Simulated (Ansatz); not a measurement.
The following input was run with Ansatz 0.2.0.

```yaml
crystal:
  lattice:
    - [2.945111553, 0.0, 0.0]
    - [-1.4725557765, 2.5505414219, 0.0]
    - [0.0, 0.0, 5.2147134]
  atoms:
    - { symbol: Ta, position: [0.3333333333, 0.6666666667, -0.012145749] }
    - { symbol: Ta, position: [0.6666666667, 0.3333333333, 0.487854251] }
    - { symbol: "N", position: [0.3333333333, 0.6666666667, 0.397145749] }
    - { symbol: "N", position: [0.6666666667, 0.3333333333, 0.897145749] }
basis:
  ecutwfc: 420
kpoints:
  mp_grid: { grid: [15, 15, 8] }
hamiltonian:
  xc: pbesol
scf:
  occupations: { method: gaussian, width: 0.1 }
output:
  forces: true
  stress: true
  eigenvalues: true
```

It can be run as
```bash
ansatz run input.yaml --threads 1 --pin off --backend cpu --events-out ev --progress --plain --runs-dir out  # memory cap (--max-ram) not shown
```

All numbers below come from DFT PBEsol, scalar-relativistic, plane waves, PAW in Ansatz 0.2.0.

From the run's log, abridged (iterations and final results):

```
SCF iter   1: F=—  HF=-20365.705117 eV  |F-HF|=—  |Δ(HF+E_count)|=         —  Δρ=3.03e-2  dr2=3.26e-1  ethr=1.77e-3  ⟨swp⟩=5.4  Hψ=13905  notcnv=0
SCF iter   2: F=—  HF=-20365.621617 eV  |F-HF|=—  |Δ(HF+E_count)|=   8.35e-2  Δρ=8.20e-3  dr2=2.08e-2  ethr=9.07e-4  ⟨swp⟩=2.1  Hψ=5142  notcnv=0  defer=12
SCF iter   3: F=—  HF=-20365.617096 eV  |F-HF|=—  |Δ(HF+E_count)|=   4.52e-3  Δρ=3.48e-3  dr2=3.42e-3  ethr=5.77e-5  ⟨swp⟩=2.1  Hψ=3710  notcnv=0  defer=12
SCF iter   4: F=—  HF=-20365.616298 eV  |F-HF|=—  |Δ(HF+E_count)|=   7.98e-4  Δρ=5.10e-4  dr2=7.55e-5  ethr=9.50e-6  ⟨swp⟩=2.4  Hψ=4301  notcnv=0  defer=12
SCF iter   5: F=—  HF=-20365.616239 eV  |F-HF|=—  |Δ(HF+E_count)|=   5.93e-5  Δρ=1.04e-4  dr2=2.69e-6  ethr=2.10e-7  ⟨swp⟩=2.4  Hψ=4550  notcnv=0  defer=12
SCF iter   6: F=-20365.616238 eV  HF=-20365.616238 eV  |F-HF|=4.47e-10  |Δ(HF+E_count)|=   3.93e-7  Δρ=1.49e-5  dr2=5.60e-8  ethr=2.78e-10  ⟨swp⟩=4.9  Hψ=14511  notcnv=0
SCF 1 converged in 6 iterations: F = -20365.616238 eV  dr2 = 5.60e-8
SCF converged after 6 iterations
Free energy (F): -20365.616238 eV
Harris-Foulkes:  -20365.616238 eV  (|F-HF|=4.47e-10)
Internal energy: -20365.609980 eV  (E = F + TS)
E sigma→0 (E₀):  -20365.613109 eV
Entropy (-TS):   -0.006259 eV (-1.565 meV/atom)
Fermi energy:    22.907545 eV
--- Per-component energies (eV) ---
  E_band       = -42.496840
  E_kinetic    = 1051.156567
  E_local      = -1375.572184  (includes V_loc(G=0)·N_el)
  E_nonlocal   = 144.007415
  E_hartree    = 499.344392
  E_xc         = -566.901329
  E_vxc        = -577.469139  (∫ρ·V_xc dr)
  E_paw        = -16802.072933  (= ΣΔE_a)
  E_vpaw       = -283.309017  (= ΣTr[D̂ρ^β])
  E_aug_tail   = 0.000582  (compensation charges beyond the density's cutoff)
  E_ewald      = -3316.055980
  E_core_change = 0.483491  (= ΣΔE_core)
  E_smearing   = -0.006259  (= −TS)
--- Forces (eV/Å), atoms counted from 1 ---
  atom   1  Ta     0.00000000     0.00000000     7.18504900
  atom   2  Ta     0.00000000     0.00000000     7.18504900
  atom   3  N      0.00000000     0.00000000    -7.18504319
  atom   4  N      0.00000000     0.00000000    -7.18504319
--- Stress (GPa, compression-positive) ---
      210.598262       0.000000       0.000000
        0.000000     210.598262       0.000000
        0.000000       0.000000      67.133560
  P = ⅓ Tr σ = 162.7767 GPa (1627.767 kbar)
--- Band table (eV; the first three rows and the last of 135) ---
  k-point 0: bands = ["-45.3550", "-45.2883", "-12.8342", "-12.0805", "-12.0805", "-11.9636", "-11.9636", "-11.7553", "3.6204", "4.7404", "13.6130", "13.6130", "14.1474", "14.1474", "14.1840", "14.6982", "22.2346", "22.8866", "22.8866", "25.6956", "25.6956", "26.5553"]
  k-point 1: bands = ["-45.3525", "-45.2909", "-12.7966", "-12.0761", "-12.0761", "-11.9680", "-11.9680", "-11.8005", "3.6841", "4.7200", "13.6284", "13.6284", "14.1104", "14.1218", "14.1218", "14.5864", "22.4859", "22.9957", "22.9957", "25.6192", "25.6192", "26.6467"]
  k-point 2: bands = ["-45.3453", "-45.2981", "-12.6882", "-12.0635", "-12.0635", "-11.9808", "-11.9808", "-11.9270", "3.8573", "4.6523", "13.6742", "13.6742", "13.9508", "14.0510", "14.0510", "14.3150", "23.1614", "23.3098", "23.3098", "25.3669", "25.3669", "26.5604"]
  k-point 134: bands = ["-45.2073", "-45.2073", "-13.4028", "-13.4028", "-12.8984", "-12.8984", "-11.9831", "-11.9831", "6.6913", "6.6913", "14.1122", "14.1122", "15.6911", "15.6911", "16.5412", "16.5412", "20.4768", "20.4768", "24.6745", "24.6745", "25.3202", "25.3202"]
```

The calculation finished and met its thresholds.

Spin–orbit coupling is left out, which can shift energies with elements as heavy as these.